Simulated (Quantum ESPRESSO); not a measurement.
Runs of Quantum ESPRESSO 7.5 on CsSnBr3. Symmetry: Pm-3m, No. 221, cubic system. Conventional cell: a = 5.839 Å, b = 5.839 Å, c = 5.839 Å, α = 90.00°, β = 90.00°, γ = 90.00°. Cs (site symmetry m-3m) has 12 Br at 4.13 Å as nearest neighbours. Sn (site symmetry m-3m) is surrounded by 6 Br at 2.92 Å. Br (site symmetry 4/mmm) is surrounded by 2 Sn at 2.92 Å. The cell is a database's computed one.

```tsv
task	level	potentials or basis	cutoff (eV)	form of the LDA correlation	gap on the mesh (eV)	pressure (GPa)
single point	PBE	SSSP 1.3 efficiency PBE	816	-	(a)	0.5
single point	PBEsol	GBRV 1.5 PBEsol	925	-	1.83	-0.9
band structure	LDA	GBRV 1.5 LDA	925	PZ81	-	-2.1
band structure	PBEsol	GBRV 1.5 PBEsol	925	-	-	-0.9
```

Alike in all rows: no spin polarisation; cell as given; k mesh 5 × 5 × 5; smearing fermi-dirac 0.05 eV.

Fill in the values left out.

(a) 1.88.

Caveats: spin-orbit coupling is left out, which moves the levels of the heavy elements; an odd mesh through Γ misses points on the zone boundary, where band edges often lie (some runs); some levels on the path didn't converge (some runs).

A k mesh can miss the band edges, and the runs leave out spin-orbit coupling on Br, Cs, Sn.
